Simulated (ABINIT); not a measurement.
P:

```xyz
4
Lattice="1.6477 -5.4650 0.0000 1.6477 5.4650 0.0000 0.0000 0.0000 4.5436" Properties=species:S:1:pos:R:3 pbc="T T T"
P     1.6477   -4.4173    2.6754
P     1.6477    4.4173    1.8683
P     1.6477   -1.0477    0.4035
P     1.6477    1.0477    4.1401
```

Base run:

* Program: ABINIT 10.8.3 (patched build)
* Functional: PBE
* Potentials or basis: JTH PAW PBE v2.0
* Cutoff: 544 eV
* k mesh: 5 × 5 × 4
* Occupations: fermi-dirac, width 0.05 eV
* Spin: no spin polarisation

Its results: band gap on the k mesh 0.44 eV, direct; pressure 2.0 GPa; largest force 0.330 eV/Å.

Q: The run is repeated on the same cell with these changes: k mesh from 5 × 5 × 4 to 6 × 6 × 5. What comes out?

A: Band gap on the k mesh 0.10 eV, direct; pressure 1.9 GPa; largest force 0.329 eV/Å.

Caveats: an odd mesh through Γ misses points on the zone boundary, where band edges often lie.
